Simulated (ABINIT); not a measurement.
# ZrS2 (P-3m1) in ABINIT: band structure with TB-mBJ

Aim: the band structure of ZrS2 with TB-mBJ.

Program: ABINIT 10.8.3 (patched build). These are calculated values, not measurements. Logs are shortened: lines on timing, memory, paths and dates and some standing lists are left out, and cuts for length are marked. The log counts tension as positive stress, the text compression.

**Measured values to compare with.**

“Stress-Tuned Optical Transitions in Layered 1T-MX2 (M= Hf, Zr, Sn; X= S, Se) Crystals”, 2022, arxiv:2210.12074 quotes, for a bulk crystal of ZrS2: band gap 1.68 eV (indirect).

How close the calculation comes is told below.

**1. The structure**

Symmetry: P-3m1, No. 164, trigonal system. Conventional cell: a = 3.691 Å, b = 3.691 Å, c = 6.041 Å, α = 90.00°, β = 90.00°, γ = 120.00°. Around Zr (site symmetry -3m) lie 6 S at 2.57 Å. Around S (site symmetry 3m) lie 3 Zr at 2.57 Å.

The cell is a database's computed one.

**2. Band structure, TB-mBJ**

Contents of run.abi:

```
# Datasets: ground state, then fixed potential
ndtset 2

# Pseudopotentials
pp_dirpath "./"
pseudos "Zr.LDA_PW-JTH.xml, S.LDA_PW-JTH.xml"

# Structure
acell 3.6913825498 3.6913825498 6.04107701 Angstrom
rprim
     1.0000000000     0.0000000000     0.0000000000
    -0.5000000000     0.8660254038     0.0000000000
     0.0000000000     0.0000000000     1.0000000000
ntypat 2
znucl 40 16
natom 3
typat 1 2 2
xred
     0.0000000000     0.0000000000     0.0000000000
     0.3333333333     0.6666666667     0.2379099700
     0.6666666667     0.3333333333     0.7620900300

# Plane-wave basis
ecut 24.0
pawecutdg 46.0

# Exchange and correlation
ixc -208012
usekden 1
pawxcdev 0

# Bands and occupations
occopt 3
tsmear 0.00183747

# SCF cycle
nstep 100
diemix 0.3
optforces 0
optstress 0

# Output
iomode 3
prtwf 0
prteig 0
prtebands 0
prtden1 1
prtkden1 1

# Dataset 1
kptopt1 1
ngkpt1 7 7 4
nshiftk1 1
shiftk1 0.0 0.0 0.0
nband1 16
tolvrs1 1.0e-7

# Dataset 2: bands along G-M-K-G-A-L-H-A
iscf2 -2
getden2 1
getkden2 1
nband2 22
nbdbuf2 4
tolwfr2 1.0e-11
kptopt2 -7
ndivsm2 8
prteig2 1
prtvol2 -3
kptbounds2
     0.0000000000     0.0000000000     0.0000000000
     0.5000000000     0.0000000000     0.0000000000
     0.3333333333     0.3333333333     0.0000000000
     0.0000000000     0.0000000000     0.0000000000
     0.0000000000     0.0000000000     0.5000000000
     0.5000000000     0.0000000000     0.5000000000
     0.3333333333     0.3333333333     0.5000000000
     0.0000000000     0.0000000000     0.5000000000
```

Potentials or basis: JTH PAW LDA v2.0.

The run is started by

```sh
$ abinit run.abi > log 2>&1
```

run.abo:

```text
.Version 10.8.3 of ABINIT
 DATASET    1 : space group P-3 m 1 (#164); Bravais hP (primitive hexag.)
================================================================================
 Values of the parameters that define the memory need for DATASET  1.
     intxc =       0    ionmov =       0      iscf =       7    lmnmax =      18
     lnmax =       6     mgfft =      54  mpssoang =       3    mqgrid =    3486
     natom =       3  nloc_mem =       2    nspden =       1   nspinor =       1
    nsppol =       1      nsym =      12    n1xccc =       1    ntypat =       2
    occopt =       3   xclevel =       2
       mpw =        2714          nfft =       55296          nkpt =          28
 PAW method is used; the additional fine FFT grid is defined by:
   mgfftf=        72    nfftf =    145800
================================================================================
================================================================================

 DATASET    2 : space group P-3 m 1 (#164); Bravais hP (primitive hexag.)
================================================================================
 Values of the parameters that define the memory need for DATASET  2.
     intxc =       0    ionmov =       0      iscf =      -2    lmnmax =      18
     lnmax =       6     mgfft =      54  mpssoang =       3    mqgrid =    3486
     natom =       3  nloc_mem =       2    nspden =       1   nspinor =       1
    nsppol =       1      nsym =      12    n1xccc =       1    ntypat =       2
    occopt =       3   xclevel =       2
       mpw =        2749          nfft =       55296          nkpt =          91
 PAW method is used; the additional fine FFT grid is defined by:
   mgfftf=        72    nfftf =    145800
================================================================================
================================================================================

--------------------------------------------------------------------------------
------------- Echo of variables that govern the present computation ------------
--------------------------------------------------------------------------------
 -outvars: echo values of preprocessed input variables --------
            acell      6.9757020451E+00  6.9757020451E+00  1.1415981054E+01 Bohr
              amu      9.12240000E+01  3.20660000E+01
           diemix      3.00000000E-01
             ecut      2.40000000E+01 Hartree
           getden1          0
           getden2          1
          getkden1          0
          getkden2          1
             iscf1          7
             iscf2         -2
              ixc     -208012
           jdtset        1    2
           kptopt1          1
           kptopt2         -7
         kptrlatt        7    0    0      0    7    0      0    0    4
          kptrlen1     4.56639242E+01
          kptrlen2     3.00000000E+01
            natom           3
            nband1         16
            nband2         22
           nbdbuf1          0
           nbdbuf2          4
           ndtset           2
           ndivsm1          0
           ndivsm2          8
            ngfft          32      32      54
          ngfftdg          45      45      72
             nkpt1         28
             nkpt2         91
            nstep         100
             nsym          12
           ntypat           2
           occopt           3
        optforces           0
        optstress           0
        pawecutdg      4.60000000E+01 Hartree
         pawxcdev           0
        prtebands           0
           prteig1          0
           prteig2          1
          prtkden           1
           prtvol1          0
           prtvol2         -3
            prtwf           0
[... 271 lines left out ...]
  4.5510E-01  5.5660E-01  5.5660E-01  6.5685E-01
 Non-SCF case, kpt    2 (  0.03333  0.00000  0.00000), residuals and eigenvalues=
  6.01E-12  2.61E-12  5.83E-12  1.70E-12  5.46E-12  9.37E-12  5.17E-12  7.12E-12
  7.87E-12  1.82E-12  4.16E-12  9.93E-12  1.94E-12  1.71E-12  5.08E-12  4.29E-12
[... 703 lines left out ...]
  2.08E-12  6.58E-12  9.11E-12  6.18E-12  3.49E-12  4.94E-12  5.90E-12  5.24E-12
  6.47E-12  2.43E-12  2.44E-10  2.44E-08  2.46E-08  2.19E-08
 -1.6165E+00 -8.0667E-01 -8.0132E-01 -8.0124E-01 -2.6538E-01 -2.3205E-01
  7.9388E-02  8.7114E-02  8.8523E-02  1.4429E-01  1.7963E-01  1.8101E-01
  2.6416E-01  2.6493E-01  3.0989E-01  3.8391E-01  3.8540E-01  4.5270E-01
  5.0703E-01  5.5966E-01  5.6187E-01  5.8061E-01
 Non-SCF case, kpt   91 (  0.00000  0.00000  0.50000), residuals and eigenvalues=
  6.41E-12  2.89E-12  3.19E-12  4.69E-12  9.39E-12  4.60E-12  9.07E-12  1.56E-12
  3.23E-12  2.32E-12  3.82E-12  1.12E-12  6.51E-12  7.50E-12  3.37E-12  9.87E-12
  6.63E-12  5.29E-12  4.60E-11  9.34E-10  4.13E-09  4.27E-09
 -1.6165E+00 -8.0670E-01 -8.0122E-01 -8.0122E-01 -2.6579E-01 -2.3198E-01
  7.8964E-02  8.8292E-02  8.8292E-02  1.4278E-01  1.8207E-01  1.8207E-01
  2.6354E-01  2.6354E-01  3.0930E-01  3.8589E-01  3.8589E-01  4.5007E-01
  5.0600E-01  5.6038E-01  5.6038E-01  5.7987E-01

Result for kinetic energy density :

--------------------------------------------------------------------------------
 Total kinetic energy density [Ha/Bohr^3]
)     Maximum=    1.2766E+00  at reduced coord.    0.0000    0.0000    0.0000
)     Minimum=    4.1281E-04  at reduced coord.    0.0000    0.0000    0.5000
   Integrated=    2.0892E+01
--------------------------------------------------------------------------------

--- !ResultsGS
iteration_state: {dtset: 2, }
comment   : Summary of ground state results
lattice_vectors:
- [  6.9757020,   0.0000000,   0.0000000, ]
- [ -3.4878510,   6.0411352,   0.0000000, ]
- [  0.0000000,   0.0000000,  11.4159811, ]
lattice_lengths: [   6.97570,    6.97570,   11.41598, ]
lattice_angles: [ 90.000,  90.000, 120.000, ] # degrees, (23, 13, 12)
lattice_volume:   4.8108267E+02
convergence: {deltae:  0.000E+00, res2:  0.000E+00, residm:  9.988E-12, diffor:  0.000E+00, }
etotal    :  -5.59270936E+01
entropy   :   0.00000000E+00
fermie    :   2.19489419E-01
cartesian_stress_tensor: null
pressure_GPa: null
xred      :
- [  0.0000E+00,   0.0000E+00,   0.0000E+00, Zr]
- [  3.3333E-01,   6.6667E-01,   2.3791E-01,  S]
- [  6.6667E-01,   3.3333E-01,   7.6209E-01,  S]
cartesian_forces: null
force_length_stats: {min: null, max: null, mean: null, }
...

 Integrated electronic density in atomic spheres:
 ------------------------------------------------
 Atom  Sphere_radius  Integrated_density
    1        2.22030          8.87654528
    2        1.90380          3.63755642
    3        1.90380          3.63755642

================================================================================

 ----iterations are completed or convergence reached----

 Mean square residual over all n,k,spin=   52.086E-13; max=  99.876E-13
 reduced coordinates (array xred) for    3 atoms
       0.000000000000      0.000000000000      0.000000000000
       0.333333333333      0.666666666667      0.237909970000
       0.666666666667      0.333333333333      0.762090030000

 cartesian coordinates (angstrom) at end:
    1      0.00000000000000     0.00000000000000     0.00000000000000
    2      0.00000000000000     2.13122070884721     1.43723245021679
    3      1.84569127490000     1.06561035442361     4.60384455978321
 length scales=  6.975702045077  6.975702045077 11.415981054418 bohr
              =  3.691382549800  3.691382549800  6.041077010000 angstroms
 Eigenvalues (hartree) for nkpt=  91  k points:
 kpt#   1, nband= 22, wtk=  1.00000, kpt=  0.0000  0.0000  0.0000 (reduced coord)
  -1.61656   -0.80669   -0.80123   -0.80123   -0.27167   -0.22320    0.04975    0.08740
   0.08740    0.18521    0.18521    0.19028    0.26427    0.26427    0.29793    0.37685
   0.37685    0.43866    0.45510    0.55660    0.55660    0.65685
 kpt#   2, nband= 22, wtk=  1.00000, kpt=  0.0333  0.0000  0.0000 (reduced coord)
  -1.61654   -0.80666   -0.80132   -0.80124   -0.27126   -0.22332    0.05028    0.08708
   0.08764    0.18267    0.18412    0.19051    0.26489    0.26565    0.29824    0.37559
   0.37661    0.44159    0.45681    0.55618    0.55812    0.65542
 kpt#   3, nband= 22, wtk=  1.00000, kpt=  0.0667  0.0000  0.0000 (reduced coord)
  -1.61652   -0.80660   -0.80160   -0.80130   -0.27008   -0.22369    0.05184    0.08618
   0.08834    0.17562    0.18112    0.19107    0.26625    0.26950    0.29923    0.37260
   0.37595    0.44943    0.46190    0.55503    0.56260    0.65077
 kpt#   4, nband= 22, wtk=  1.00000, kpt=  0.1000  0.0000  0.0000 (reduced coord)
  -1.61648   -0.80649   -0.80204   -0.80140   -0.26814   -0.22428    0.05439    0.08492
   0.08944    0.16535    0.17684    0.19152    0.26740    0.27512    0.30106    0.36944
   0.37511    0.46009    0.47044    0.55354    0.56981    0.63933
 kpt#   5, nband= 22, wtk=  1.00000, kpt=  0.1333  0.0000  0.0000 (reduced coord)
[... 333 lines left out ...]
   0.09016    0.15349    0.16403    0.17334    0.26866    0.27255    0.31442    0.37275
   0.38155    0.47024    0.51493    0.55476    0.56748    0.59076
 kpt#  89, nband= 22, wtk=  1.00000, kpt=  0.0392  0.0392  0.5000 (reduced coord)
  -1.61652   -0.80660   -0.80161   -0.80130   -0.26417   -0.23224    0.08063    0.08407
   0.08918    0.14827    0.17309    0.17798    0.26593    0.26840    0.31162    0.37892
   0.38395    0.45987    0.51007    0.55766    0.56517    0.58363
 kpt#  90, nband= 22, wtk=  1.00000, kpt=  0.0196  0.0196  0.5000 (reduced coord)
  -1.61654   -0.80667   -0.80132   -0.80124   -0.26538   -0.23205    0.07939    0.08711
   0.08852    0.14429    0.17963    0.18101    0.26416    0.26493    0.30989    0.38391
   0.38540    0.45270    0.50703    0.55966    0.56187    0.58061
 kpt#  91, nband= 22, wtk=  1.00000, kpt=  0.0000  0.0000  0.5000 (reduced coord)
  -1.61655   -0.80670   -0.80122   -0.80122   -0.26579   -0.23198    0.07896    0.08829
   0.08829    0.14278    0.18207    0.18207    0.26354    0.26354    0.30930    0.38589
   0.38589    0.45007    0.50600    0.56038    0.56038    0.57987

== END DATASET(S) ==============================================================
================================================================================

 -outvars: echo values of variables after computation  --------
            acell      6.9757020451E+00  6.9757020451E+00  1.1415981054E+01 Bohr
           etotal1    -5.5927093586E+01
            fcart1     9.9999999999E+99  9.9999999999E+99  9.9999999999E+99
                       9.9999999999E+99  9.9999999999E+99  9.9999999999E+99
                       9.9999999999E+99  9.9999999999E+99  9.9999999999E+99
            rprim      1.0000000000E+00  0.0000000000E+00  0.0000000000E+00
                      -5.0000000000E-01  8.6602540380E-01  0.0000000000E+00
                       0.0000000000E+00  0.0000000000E+00  1.0000000000E+00
           strten1     9.9999999999E+99  9.9999999999E+99  9.9999999999E+99
                       9.9999999999E+99  9.9999999999E+99  9.9999999999E+99
           xangst      0.0000000000E+00  0.0000000000E+00  0.0000000000E+00
                       2.8185639222E-17  2.1312207088E+00  1.4372324502E+00
                       1.8456912749E+00  1.0656103544E+00  4.6038445598E+00
             xred      0.0000000000E+00  0.0000000000E+00  0.0000000000E+00
                       3.3333333333E-01  6.6666666667E-01  2.3790997000E-01
                       6.6666666667E-01  3.3333333333E-01  7.6209003000E-01
 Calculation completed.
```

Wall time 9 min (1 thread of Arm Neoverse V2, shared host); peak memory 0.24 GiB.

What came out:

```yaml
Band_gap_on_the_k_mesh: 1.57 eV, indirect (least direct gap 2.01 eV)
Band_gap_along_the_path: 1.51 eV, indirect (least direct gap 2.01 eV)
Valence_electrons_inside_the_program's_atomic_spheres: Zr 8.88; S 3.64
```

Levels at the corners of the path, in eV from the valence-band top:
| point | band 9 | band 10 | band 11 | band 12 | band 13 | band 14 | band 15 | band 16 |
| --- | --- | --- | --- | --- | --- | --- | --- | --- |
| Γ | -2.83 | -0.17 | -0.17 | -0.03 | 1.98 | 1.98 | 2.89 | 5.04 |
| M | -2.43 | -2.18 | -1.50 | -1.18 | 1.64 | 3.59 | 3.88 | 5.66 |
| K | -3.11 | -1.86 | -1.86 | -1.39 | 2.67 | 3.51 | 3.51 | 5.13 |
| Γ | -2.83 | -0.17 | -0.17 | -0.03 | 1.98 | 1.98 | 2.89 | 5.04 |
| A | -2.81 | -1.33 | -0.26 | -0.26 | 1.96 | 1.96 | 3.20 | 5.29 |
| L | -2.62 | -2.11 | -1.01 | -0.76 | 1.51 | 3.57 | 3.88 | 5.35 |
| H | -2.90 | -1.73 | -1.73 | -1.73 | 2.75 | 3.35 | 3.35 | 5.52 |
| A | -2.81 | -1.33 | -0.26 | -0.26 | 1.96 | 1.96 | 3.20 | 5.29 |

Caveat: the constant c of TB-mBJ comes from the pseudo density here, which moves gaps by up to 0.3 eV between sets of potentials; the PAW data sets were made with another functional, which shifts forces and pressure a little.

**3. Comparison with measurements**

Step 2. Measured gap of ZrS2: 1.68 eV (indirect; quoted in “Stress-Tuned Optical Transitions in Layered 1T-MX2 (M= Hf, Zr, Sn; X= S, Se) Crystals”, 2022, arxiv:2210.12074). This calculation gives 1.51 eV (-0.17 eV). Spin-orbit coupling on Zr is left out. The value is that of TB-mBJ, without temperature or zero-point motion. The cell is a database's relaxed one, not the measured one, which moves gaps too.
